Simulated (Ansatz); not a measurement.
# MgS under changes of volume

One of the cells (22.740 Å³/atom); the others are scaled copies at fixed shape and fractional positions:

```xyz
2
Lattice="0.0000 2.8331 2.8331 2.8331 0.0000 2.8331 2.8331 2.8331 0.0000" Properties=species:S:1:pos:R:3 pbc="T T T"
S     1.4166    1.4166    1.4166
Mg    0.0000    0.0000    0.0000
```

The cell comes from a database or a generator and needn't be the stable form of this composition.

| Quantity | Value |
| --- | --- |
| Program | Ansatz 0.2.0 |
| Functional | PBEsol |
| Potentials or basis | Ansatz PAW |
| Cutoff | 420 eV (not typed: the program's choice for these potentials) |
| k mesh | 8 × 8 × 8 |
| Occupations | fermi-dirac, width 0.05 eV |
| Spin | no spin polarisation |

| volume (Å³/atom) | energy over the lowest point (meV/atom) | pressure (GPa) | gap on the mesh (eV) |
| --- | --- | --- | --- |
| 21.376 | 12.17 | 3.5 | 3.59 |
| 21.831 | 4.34 | 2.0 | 3.48 |
| 22.285 | 0.41 | 0.7 | 3.38 |
| 22.740 | 0.00 | -0.4 | 3.28 |
| 23.195 | 2.77 | -1.5 | 3.19 |
| 23.650 | 8.41 | -2.5 | 3.10 |
| 24.105 | ? | ? | ? |

Task: What does the run at 24.105 Å³/atom give?

Result: Energy over the lowest point 16.64 meV/atom; pressure -3.3 GPa; gap on the mesh 3.01 eV.

Worked out: A Birch-Murnaghan fit of order 3 (a polynomial in V^(-2/3)) to the other rows has its minimum at 22.57 Å³/atom with B0 = V·E''(V) = 58 GPa and B' = 4.1. It gives 16.65 meV/atom at 24.105 Å³/atom, against the run's 16.64, and -dE/dV = -3.3 GPa, against -3.3. A straight line through the other rows of the gap, of slope -4.84 eV per unit of ln V (its deformation potential), extrapolates to 3.00 eV, against the run's 3.01.

Energies are extrapolated to zero smearing.

Caveats: the PAW data sets come from PBE, with cores solved anew for the run's functional, which leaves a small shift of forces and pressure.

A mesh can miss the band edges.
